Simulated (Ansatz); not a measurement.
InPd:

```
In Pd
1.0
     3.27188    0.00000    0.00000
     0.00000    3.27188    0.00000
     0.00000    0.00000    3.27188
In Pd
1 1
Direct
  0.00000 0.00000 0.00000
  0.50000 0.50000 0.50000
```

The cell comes from a database or a generator and needn't be the stable form of this composition.

```yaml
Program: Ansatz 0.2.0
Task: relaxation of cell and atoms
Functional: PBEsol
Dispersion: D4
Potentials_or_basis: all-electron LAPW, scalar-relativistic
Basis_error_allowed: 0.001 eV/atom
k_mesh: 8 × 8 × 8
Occupations: fermi-dirac, width 0.05 eV
Spin: no spin polarisation
```

At the start: volume 17.51 Å³/atom.

Q: Where does the relaxation end?

A: Over 5 steps the energy falls by 12.3 meV/atom and the volume is 16.81 Å³/atom (-4.0 %); space group Pm-3m (No. 221, to 0.05 Å).

Step by step:
```tsv
step	energy change (eV)	largest force (eV/Å)	volume (Å³)
1	0.0000	0.0000	35.03
2	-0.0241	0.0000	33.82
3	-0.0246	0.0000	33.61
4	-0.0246	0.0000	33.63
5	-0.0246	0.0000	33.63
```

Final structure:
```xyz
2
Lattice="3.2277 0.0000 0.0000 0.0000 3.2277 0.0000 0.0000 0.0000 3.2277" Properties=species:S:1:pos:R:3 pbc="T T T"
In    0.0000    0.0000    0.0000
Pd    1.6138    1.6138    1.6138
```
